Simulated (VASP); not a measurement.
# AlNi3: equation of state with PBE

Crystal: AlNi3.

```
Ni Al
1.0
     3.52305    0.00000    0.00000
     0.00000    3.52305    0.00000
     0.00000    0.00000    3.52305
Ni Al
3 1
Direct
  0.50000 0.50000 0.00000
  0.50000 0.00000 0.50000
  0.00000 0.50000 0.50000
  0.00000 0.00000 0.00000
```

The cell is a database's computed one.

```yaml
Program: VASP 6.6.1
Task: equation of state
Functional: PBE
Potentials_or_basis: VASP PAW PBE potentials, release 64 (Ni, Al)
Cutoff: 520 eV
k_mesh: 8 × 8 × 8
Occupations: fermi-dirac, width 0.05 eV
Spin: collinear spin, ferromagnetic start
Starting_moments: "[1.0, 1.0, 1.0, 0.0] μB"
Further_INCAR_settings: ALGO = Normal; EDIFF = 1e-07; NBANDS = 28
```

- Equilibrium volume: 11.35 Å³/atom
- Bulk modulus: 179 GPa
- Pressure derivative of the bulk modulus: 4.6

Energy against volume, from the lowest point:
```
volume (Å³/atom)  energy (meV/atom)
          10.276              68.26
          10.495              41.60
          10.713              22.15
          10.932               9.17
          11.151               1.98
          11.369               0.00
          11.588               2.69
```

All runs of the series together: 5.9 min on 1 thread of Intel(R) Xeon(R) 6975P-C (Granite Rapids), with other jobs on the host.
